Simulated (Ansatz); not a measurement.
A trace of molecular dynamics of a periodic cell of 17 atoms, HW₈C₈ (surface WC(100), adsorbate H).

Level of theory: DFT PBE, scalar-relativistic, plane waves, PAW in Ansatz 0.2.0. Settings: PAW set soft_1, cutoff 420 eV, k mesh 2x2x1, fermi-dirac smearing 0.05 eV, no spin polarisation.

```
ensemble                      : NVE (velocity Verlet)
starting velocities drawn for : 1400 K
atoms held                    : 1, 5, 9, 13
seed                          : 297681
```

| time (fs) | T (K) | potential energy less start (eV) | conserved less start (meV/atom) |
| --- | --- | --- | --- |
| 0 | 1400 | 0.000 | 0.00 |
| 9 | 1074 | 0.550 | 0.16 |
| 18 | 1214 | 0.317 | 0.27 |
| 27 | 1090 | 0.525 | 0.21 |
| 36 | 807 | 0.998 | 0.07 |
| 45 | 679 | 1.216 | 0.28 |
| 54 | 667 | 1.233 | 0.13 |
| 63 | 773 | 1.054 | 0.00 |
| 72 | 543 | 1.444 | 0.28 |
| 81 | 793 | 1.025 | 0.24 |
| 90 | 1201 | 0.336 | 0.05 |
| 99 | 1140 | 0.440 | 0.14 |
| 108 | 1045 | 0.603 | 0.31 |
| 117 | 1040 | 0.605 | 0.04 |
| 126 | 1066 | 0.564 | 0.18 |
| 135 | 883 | 0.873 | 0.29 |
| 144 | 698 | 1.183 | 0.22 |
| 153 | 842 | 0.939 | 0.04 |
| 162 | 904 | 0.840 | 0.33 |
| 171 | 891 | 0.857 | 0.10 |
| 180 | 1020 | 0.641 | 0.18 |
| 189 | 1089 | 0.528 | 0.28 |
| 198 | 942 | 0.773 | 0.21 |
| 207 | 1018 | 0.644 | 0.07 |
| 216 | 1147 | 0.430 | 0.30 |
| 225 | 908 | 0.828 | 0.07 |

Question: Is this trajectory sound?

Answer: The conserved energy stayed within 0.42 meV per atom of its start (net change 0.071 meV per atom), so the integration is sound. A run of 0.23 ps of so small a system gives no equilibrium averages. Limits of this set-up: coarse k mesh, thin slab, slab without dipole correction, odd electron count without spin. The time step was 0.75 fs.

The run took 22 min on 2 threads of Arm Neoverse V1, on a shared host, peak memory 1.1 GiB.
